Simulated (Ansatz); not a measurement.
Cell and atoms are relaxed with the symmetry kept. Start:

Space group Fm-3m (No. 225). a = 3.520 Å, b = 3.520 Å, c = 3.520 Å, α = 90.00°, β = 90.00°, γ = 90.00°
| atom | site | symmetry | x | y | z |
| --- | --- | --- | --- | --- | --- |
| Co | 4a | m-3m | 0.0000 | 0.0000 | 0.0000 |

Theory: DFT PBE+D3(BJ), scalar-relativistic, plane waves, PAW in Ansatz.

Cutoff 420 eV; k points 20×20×20 on the computed 1-atom cell (Γ-centred); Gaussian smearing, width 0.10 eV; collinear spin from starting moments 1.88 μB.

Question: What does it relax to?

Answer: The volume drops by 0.31 Å³/atom to 10.60 Å³/atom, and the energy falls by 6.3 meV/atom. The cell ends with a moment of 1.63 μB (only this magnetic start was tried). Final structure:
```
CELL_PARAMETERS angstrom
0.00000 1.74342 1.74342
1.74342 0.00000 1.74342
1.74342 1.74342 0.00000
ATOMIC_POSITIONS crystal
Co 0.00000 0.00000 0.00000
```

This fcc form isn't the element's structure at ambient conditions.

Cost: 1 run of about 0.67 core-minutes, on Arm Neoverse V1 (shared hosts).